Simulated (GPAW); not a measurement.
# Si2W (I4/mmm) in GPAW: single point with PBE

Aim: the single point of Si2W with PBE.

All numbers are computed with GPAW 26.7.0; they aren't measurements. Logs are shortened: lines on timing, memory, paths and dates and some standing lists are left out, and cuts for length are marked. The log counts tension as positive stress, the text compression.

## Step 1: Starting point

The structure is tetragonal, space group I4/mmm (No. 139). Conventional cell: a = 3.214 Å, b = 3.214 Å, c = 7.830 Å, α = 90.00°, β = 90.00°, γ = 90.00°. W (site symmetry 4/mmm) has 10 Si at 2.62 Å as nearest neighbours. Si (site symmetry 4mm) is surrounded by 5 Si at 2.59 to 2.63 Å and 5 W at 2.62 Å.

## Step 2: Single point, PBE

Contents of run.py:

```python
from ase import Atoms
from ase.dft.bandgap import bandgap
from ase.io import write
from ase.units import GPa
from gpaw import GPAW, PW

atoms = Atoms(['W', 'Si', 'Si'],
              cell=[[-1.6069, 1.6069, 3.91495],
                    [1.6069, -1.6069, 3.91495],
                    [1.6069, 1.6069, -3.91495]],
              scaled_positions=[[0.0, 0.0, 0.0],
                                [0.6653, 0.6653, 0.0],
                                [0.3347, 0.3347, 0.0]],
              pbc=True)

calc = GPAW(mode=PW(450),
            xc='PBE',
            kpts={'size': (9, 9, 9), 'gamma': True},
            occupations={'name': 'fermi-dirac', 'width': 0.05},
            nbands=23,
            maxiter=120,
            txt='gpaw.txt')
atoms.calc = calc
energy = atoms.get_potential_energy()
forces = atoms.get_forces()
stress = atoms.get_stress()
calc.write('gs.gpw')
write('result.traj', atoms)
print(f'Energy: {energy:.6f} eV')
print('Forces (eV/A):')
print(forces.round(4))
print('Stress (GPa):', (stress / GPa).round(3))
print('Fermi level:', round(calc.get_fermi_level(), 4), 'eV')
print(f'Gap: {bandgap(calc)[0]:.4f} eV, direct: {bandgap(calc, direct=True)[0]:.4f} eV')
```

Potentials or basis: GPAW PAW data sets (gpaw-data 1.2.1), pw.

The run is started by

```bash
$ OMP_NUM_THREADS=1 python run.py
```

gpaw.txt:

```text
__  _  _
 | _ |_)|_||  |
 |__||  | ||/\| - 26.7.0

Input parameters:
  mode=PW(ecut=450.00000000000006),
  kpts=MonkhorstPack(size=(9, 9, 9), gamma=True),
  maxiter=120,
  nbands=23,
  occupations=Occupations(name='fermi-dirac', width=0.05),
  xc=XC(name='PBE')

Diagonalizing LCAO Hamiltonian
Converting LCAO to pw mode

       Si

       Si

       W

Atoms  # Å, Bohr magnetons
|   | symbol |         x |         y |        z |    initial magnetic moments |
|---|--------|-----------|-----------|----------|-----------------------------|
| 0 |      W |  0.000000 |  0.000000 | 0.000000 | ( 0.0000,  0.0000,  0.0000) |
| 1 |     Si | -0.000000 |  0.000000 | 5.209232 | ( 0.0000,  0.0000,  0.0000) |
| 2 |     Si |  0.000000 | -0.000000 | 2.620668 | ( 0.0000,  0.0000,  0.0000) |

Unit cell  # Å
| periodic |         x |         y |         z |  lengths |     angles |
|----------|-----------|-----------|-----------|----------|------------|
|      yes | -1.606900 |  1.606900 |  3.914950 | 4.526708 | 138.415317 |
|      yes |  1.606900 | -1.606900 |  3.914950 | 4.526708 | 138.415317 |
|      yes |  1.606900 |  1.606900 | -3.914950 | 4.526708 |  60.267513 |

Number of symmetries: 16
Symmetry operations  # r_c * U_cc + t_c -> r_c
|    | kind |            matrix            |
|----|------|------------------------------|
|  0 |  σ   |  1, 1, 1,  0, 0,-1,  0,-1, 0 |
|  1 |  C4  |  1, 1, 1,  0, 0,-1, -1, 0, 0 |
|  2 |  E   |  1, 0, 0,  0, 1, 0,  0, 0, 1 |
|  3 |  σ   |  1, 0, 0,  0, 1, 0, -1,-1,-1 |
|  4 |  σ   |  0, 1, 0,  1, 0, 0,  0, 0, 1 |
|  5 |  C2  |  0, 1, 0,  1, 0, 0, -1,-1,-1 |
|  6 |  C2  |  0, 0, 1, -1,-1,-1,  1, 0, 0 |
|  7 |  S4  |  0, 0, 1, -1,-1,-1,  0, 1, 0 |
|  8 |  C4  |  0, 0,-1,  1, 1, 1,  0,-1, 0 |
|  9 |  σ   |  0, 0,-1,  1, 1, 1, -1, 0, 0 |
| 10 |  σ   |  0,-1, 0, -1, 0, 0,  1, 1, 1 |
| 11 |  C2  |  0,-1, 0, -1, 0, 0,  0, 0,-1 |
| 12 |  C2  | -1, 0, 0,  0,-1, 0,  1, 1, 1 |
| 13 |  i   | -1, 0, 0,  0,-1, 0,  0, 0,-1 |
| 14 |  S4  | -1,-1,-1,  0, 0, 1,  1, 0, 0 |
| 15 |  C2  | -1,-1,-1,  0, 0, 1,  0, 1, 0 |

BZ-sampling:
  Number of BZ points: 729
  Number of IBZ points: 75

  Monkhorst-Pack size: [9, 9, 9]
  Monkhorst-Pack shift: [0, 0, 0]

K-points  # in reciprocal-cell coordinates
|     |                                coordinates |     weight |
|-----|--------------------------------------------|------------|
|   0 | (  0.00000000,   0.00000000,   0.00000000) | 0.00137174 |
|   1 | (  0.11111111,  -0.11111111,   0.00000000) | 0.00548697 |
|   2 | (  0.11111111,  -0.11111111,   0.11111111) | 0.00548697 |
|   3 | (  0.11111111,   0.00000000,   0.00000000) | 0.01097394 |
|   4 | (  0.11111111,   0.11111111,  -0.11111111) | 0.00274348 |
|   5 | (  0.22222222,  -0.22222222,   0.00000000) | 0.00548697 |
|   6 | (  0.22222222,  -0.22222222,   0.11111111) | 0.01097394 |
|   7 | (  0.22222222,  -0.22222222,   0.22222222) | 0.00548697 |
|   8 | (  0.22222222,  -0.11111111,   0.00000000) | 0.02194787 |
|   9 | (  0.22222222,  -0.11111111,   0.11111111) | 0.01097394 |
| ... |                                            |            |
|  74 | (  0.44444444,   0.44444444,   0.44444444) | 0.01097394 |

Plane wave coefficients: 898
Cutoff: 450.00000000000006 eV

Spin-components: 1 (collinear spins)
Bands:           23
Projectors:      16
Spin-degeneracy: 2
Datatype:        complex128

Parallelization:
  kpt:    1
  domain: 1
  band:   1

Density:
  Valence electrons: 22.0
  Components: 1
  Grid points: [24 24 24]
  Charge: 0.0  # |e|

Potential:
  Grid points: [24 24 24]

species:
  W:
    name:    Tungsten
    Z:       74.0
    valence: 14
    core:    60
    charge:  0.0  # [|e|]
    compensation charges:
      type: gauss
      rc: 0.40  # [Å]
      lmax: 2
    cutoffs:
      filter: 2.36  # [Å]
      core: 3.02  # [Å]
    projectors
    | kind |    occ | energy [eV] | rcut [Å] |
    |------|--------|-------------|----------|
    |   5s |  2.000 |     -78.830 |    1.344 |
    |   6s |  2.000 |      -5.697 |    1.344 |
    |   5p |  6.000 |     -43.233 |    1.355 |
    |   6p |  0.000 |      -1.367 |    1.355 |
    |   5d |  4.000 |      -4.494 |    1.228 |
    |    d |        |      22.717 |    1.228 |

    Using partial waves for W as LCAO basis

  Si:
    name:    Silicon
    Z:       14.0
    valence: 4
    core:    10
    charge:  0.0  # [|e|]
    compensation charges:
      type: gauss
      rc: 0.33  # [Å]
      lmax: 2
    cutoffs:
      filter: 1.86  # [Å]
      core: 2.06  # [Å]
    projectors
    | kind |    occ | energy [eV] | rcut [Å] |
    |------|--------|-------------|----------|
    |   3s |  2.000 |     -10.812 |    1.058 |
    |   3p |  2.000 |      -4.081 |    1.058 |
    |    s |        |      16.399 |    1.058 |
    |    p |        |      23.130 |    1.058 |
    |    d |        |       0.000 |    1.058 |

    Using partial waves for Si as LCAO basis

Reference energy: -454544.360156  # eV

eigensolver:
  PPCG
  Converge bands: occupied
  niter=2

density mixing:
  MSR1-Mixer
  Pratt-step length: 0.05
  Maximum mixing coefficient: 0.75
  Old densities: 10
  SVD Regularization: 0.005
  Good broyden scale: 1.0
  Trust region scale: 1.0
  Backstep threshold: 4.0
  History deletion threshold: 6.0
  Fourier metric: weight=20.0, sigma=0.015

occupation numbers:
  Fermi-Dirac:
    width: 0.0500  # eV

poisson solver:
  ecut: 3600.0000000000005  # eV

xc functional:
  name: PBE with 2 nearest neighbor stencil

convergence criteria:
- Maximum [total energy] change in last 3 cyles: 0.0005 eV / valence electron
- Maximum integral of absolute [dens]ity change: 0.0001 electrons / valence electron
- Maximum integral of absolute [eigenst]ate change: 4e-08 eV^2 / valence electron
maximum number of iterations: 120

SCF iterations
|iter     | |      energy | eigst |  dens |
|---------|-|-------------|-------|-------|
|iter:   1| |  -23.409101 | +0.22 |       |
|iter:   2| |  -23.400427 | -2.63 | -1.19 |
|iter:   3| |  -23.355801 | -2.44 | -1.22 |
|iter:   4| |  -23.362271 | -3.04 | -1.79 |
|iter:   5| |  -23.360240c| -3.89 | -2.28 |
|iter:   6| |  -23.360301c| -4.62 | -2.52 |
|iter:   7| |  -23.360303c| -6.48 | -3.49 |
|iter:   8| |  -23.360303c| -7.83c| -4.16c|

Converged in 8 steps
Energy contributions relative to reference atoms: (reference = -454544.360156)

Energy contributions:
  Kinetic:          21.197977
  Coulomb:         -17.257435
  Zero:             -0.075376
  External:          0.000000
  Xc:              -27.224042
  Entropy:          -0.002854
  Spinorbit:         0.000000
  ----------------------------
  Free energy:     -23.361731
  Extrapolated:    -23.360303

dipole moment: (-12.932527, -12.932527, 2.437746)  # |e|*Ang

Fermi level: 12.626
Eigenvalues  # (at kpt = [0.000, 0.000, 0.000])
| band index |      eig [eV] | occ [0-2] |
|------------|---------------|-----------|
|          0 |       -60.943 |     2.000 |
|        ... |               |           |
|          2 |       -25.451 |     2.000 |
|          3 |       -25.451 |     2.000 |
|          4 |        -1.375 |     2.000 |
|          5 |         5.847 |     2.000 |
|          6 |         8.950 |     2.000 |
|          7 |         9.378 |     2.000 |
|          8 |         9.859 |     2.000 |
|          9 |         9.859 |     2.000 |
|         10 |        13.318 |     0.000 |
|         11 |        15.447 |     0.000 |
|         12 |        15.629 |     0.000 |
|         13 |        15.762 |     0.000 |
|         14 |        15.762 |     0.000 |
|         15 |        17.323 |     0.000 |
|         16 |        18.389 |     0.000 |
|         17 |        18.389 |     0.000 |
|        ... |               |           |
|         22 |        27.375 |     0.000 |

No gap
No difference between direct/indirect transitions

Forces  # eV/Ang
|        x |        y |        z |
|----------|----------|----------|
|  0.00000 |  0.00000 | -0.00000 |  # W    0
|  0.00000 | -0.00000 |  0.05458 |  # Si   1
| -0.00000 | -0.00000 | -0.05458 |  # Si   2

Stress tensor  # eV/Ang^3
|         x |         y |         z |
|-----------|-----------|-----------|
| -0.023550 |  0.000000 |  0.000000 |
|  0.000000 | -0.023550 | -0.000000 |
|  0.000000 | -0.000000 | -0.025971 |

# Writing to gs.gpw (mode='')
```

It took 47 s on 1 thread of Arm Neoverse V1, shared host; peak memory 0.18 GiB.

Results:

| Item | Value |
| --- | --- |
| Free energy | -23.3617 eV |
| Pressure | 3.9 GPa |
| Largest force | 0.055 eV/Å |
| Band gap on the k mesh | none (metal or under the smearing width) |

Forces in eV/Å, atoms in the order of the input:
```
W    0.000  0.000  0.000
Si   0.000  0.000  0.055
Si   0.000  0.000 -0.055
```

Caveat: the cutoff is short for stress and forces, so pressures can be off by a GPa or more. Spin-orbit coupling is left out, which matters for the levels of W.
